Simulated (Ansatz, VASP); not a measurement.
**One calculation of HfB2 (nc), two programs**

```
Hf B
1.0
     3.14000    0.00000    0.00000
    -1.57000    2.71932    0.00000
     0.00000    0.00000    3.48000
Hf B
1 2
Direct
  0.00000 0.00000 0.00000
  0.33333 0.66667 0.50000
  0.66667 0.33333 0.50000
```

Alike in both runs: task relaxation of cell and atoms; functional PBE; k mesh 15 × 15 × 12; occupations gaussian, width 0.1 eV; no spin polarisation.

|  | VASP | Ansatz |
| --- | --- | --- |
| version | VASP 6.6.1 | Ansatz 0.2.0 |
| potentials or method | VASP PAW PBE potentials, release 64 (Hf_pv, B) | scalar-relativistic, plane waves, norm-conserving pseudopotentials |
| plane-wave cutoff (eV) | 600 | 1143 |
| valence electrons in the cell | 16 | 32 |

VASP gave:

- gap on the k mesh at the Fermi level, each at its own relaxed structure (eV): none
- relaxed volume (Å³/atom): 9.94
- relaxed cell length with the largest relative difference (Å): 3.143

Q: What did Ansatz give for the same quantities?

A: gap on the k mesh at the Fermi level, each at its own relaxed structure (eV): none; relaxed volume (Å³/atom): 9.96; relaxed cell length with the largest relative difference (Å): 3.145.

A gap of «none» marks a metal or a gap that the smearing closes. The two sets of potentials don't hold the same shells in valence.

The runs have no spin-orbit coupling, so splittings on Hf are missing. Zero-point motion and thermal expansion aren't in these numbers. PBE usually gives volumes a little too large and moduli too small.
